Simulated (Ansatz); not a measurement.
A run of Ansatz 0.2.0 is set up as follows.

input.yaml

```yaml
crystal:
  lattice:
    - [3.653659, 0.0, 0.0]
    - [0.0, 3.653659, 0.0]
    - [0.0, 0.0, 3.653659]
  atoms:
    - { symbol: Pb, position: [0.0, 0.0, 0.0] }
    - { symbol: S, position: [0.5, 0.5, 0.5] }
hamiltonian:
  xc: pbesol
  pseudopotentials: { kind: paw_fr }
magnetization:
  noncollinear: true
  spin_orbit: true
kpoints:
  mp_grid: { grid: [5, 5, 5] }
  band_path:
    path:
      - [[0.0, 0.0, 0.0], [0.0, 0.5, 0.0], [0.5, 0.5, 0.0], [0.0, 0.0, 0.0], [0.5, 0.5, 0.5], [0.0, 0.5, 0.0]]
      - [[0.5, 0.5, 0.0], [0.5, 0.5, 0.5]]
    npoints: 14
scf:
  occupations: { method: fermi_dirac, width: 0.05 }
  n_extra_bands: 6
output:
  forces: true
  stress: true
  eigenvalues: true
  fatbands: true
  write_density: true
  write_potential: true
  elf: true
  volumetric_format: npy
```

Potentials or basis: Ansatz PAW.

Command:

```bash
$ ansatz run input.yaml --threads 2 --pin off --max-ram 5632MiB --backend cpu --events-out ev --progress --plain --runs-dir out
```

Question: Estimate the pressure.

Answer: -4.2 GPa.

Question: What does it give for the band gap on the k mesh?

Answer: None (metal or under the smearing width).

Levels at the corners of the path, in eV from the Fermi level:
| point | band 16 | band 17 | band 18 | band 19 | band 20 | band 21 | band 22 | band 23 | band 24 | band 25 |
| --- | --- | --- | --- | --- | --- | --- | --- | --- | --- | --- |
| Γ | -1.75 | -1.30 | -1.30 | -1.30 | -1.30 | 5.00 | 5.00 | 5.64 | 5.64 | 5.64 |
| X | -0.36 | -0.28 | -0.28 | 0.10 | 0.10 | 0.22 | 0.22 | 3.53 | 3.53 | 4.77 |
| M | -4.47 | -4.12 | -4.12 | -0.13 | -0.13 | 3.50 | 3.50 | 4.78 | 4.78 | 6.42 |
| Γ | -1.75 | -1.30 | -1.30 | -1.30 | -1.30 | 5.00 | 5.00 | 5.64 | 5.64 | 5.64 |
| R | -2.21 | -2.21 | -2.21 | -2.21 | -2.21 | -1.35 | -1.35 | 0.20 | 0.20 | 0.20 |
| X | -0.36 | -0.28 | -0.28 | 0.10 | 0.10 | 0.22 | 0.22 | 3.53 | 3.53 | 4.77 |
| M | -4.47 | -4.12 | -4.12 | -0.13 | -0.13 | 3.50 | 3.50 | 4.78 | 4.78 | 6.42 |
| R | -2.21 | -2.21 | -2.21 | -2.21 | -2.21 | -1.35 | -1.35 | 0.20 | 0.20 | 0.20 |

Caveat: the PAW data sets come from PBE, with cores solved anew for the run's functional, which leaves a small shift of forces and pressure.
